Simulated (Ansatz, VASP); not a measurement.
This is a calculation of Sb for Ansatz 0.2.0.

The input input.yaml:

```yaml
crystal:
  lattice:
    - [4.5576856421, 0.0, 0.0]
    - [0.0, 4.4503796612, 0.0]
    - [-1.3292644138, 0.0, 6.4064972283]
  atoms:
    - { symbol: Sb, position: [0.33993, 0.25, 0.68367] }
    - { symbol: Sb, position: [0.936638, 0.75, 0.762758] }
    - { symbol: Sb, position: [0.063362, 0.25, 0.237242] }
    - { symbol: Sb, position: [0.66007, 0.75, 0.31633] }
kpoints:
  mp_grid: { grid: [6, 6, 4] }
scf:
  occupations: { method: fermi_dirac, width: 0.05 }
hamiltonian:
  xc: pbesol
  pseudopotentials: { kind: all_electron, lapw: { basis_error: 0.001 } }
output:
  forces: true
  stress: true
  eigenvalues: true
```

Potentials or basis: all-electron LAPW, scalar-relativistic.

Run with:

```sh
$ ansatz run input.yaml --threads 2 --pin off --max-ram 8192MiB --backend cpu --events-out ev --progress --plain --runs-dir out
```

Set up the same calculation for VASP 6.6.1. Potentials there: VASP PAW PBE potentials, release 64 (Sb).

As run (the cutoff follows the program's own potentials):

Contents of INCAR:

```
SYSTEM = Sb
PREC = Accurate ; ENCUT = 520
EDIFF = 1E-6 ; ISMEAR = -1
SIGMA = 0.05 ; LREAL = .False.
LASPH = .True. ; NELM = 80
ALGO = Normal ; ISIF = 2
LWAVE = .False. ; LCHARG = .True.
GGA = PS ; LELF = .True.
LVHAR = .True. ; NBANDS = 18
```

The input KPOINTS:

```
Automatic mesh
0
Gamma
  6 6 4
  0 0 0
```

POSCAR

```
Sb
1.0
    4.5576856421      0.0000000000      0.0000000000
    0.0000000000      4.4503796612      0.0000000000
   -1.3292644138      0.0000000000      6.4064972283
Sb
4
Direct
    0.3399300000      0.2500000000      0.6836700000
    0.9366380000      0.7500000000      0.7627580000
    0.0633620000      0.2500000000      0.2372420000
    0.6600700000      0.7500000000      0.3163300000
```

Potentials or basis: VASP PAW PBE potentials, release 64 (Sb).

Command:

```console
$ cat potpaw_PBE.64/Sb/POTCAR > POTCAR
$ mpirun -np 1 vasp_std > vasp.out
```

Both were run:

|  | VASP | Ansatz | Ansatz less VASP |
| --- | --- | --- | --- |
| gap on the k mesh at the Fermi level (eV) | none | none | - |
| pressure (GPa) | -3.1 | -3.2 | -0.09 |
| largest component of the traceless stress (GPa) | 0.57 | 0.57 | -0.005 |
| rms of the force components (eV/Å) | 0.103 | 0.125 | +0.0223 |

Atom by atom the forces differ by 0.024 eV/Å (rms over components). A gap of «none» marks a metal or a gap that the smearing closes. Ansatz ran all-electron here, so the differences hold the error of VASP's frozen core and of both bases.

Caveats: the PAW data sets were made with another functional, which shifts forces and pressure a little (VASP). The runs have no spin-orbit coupling, so splittings on Sb are missing.
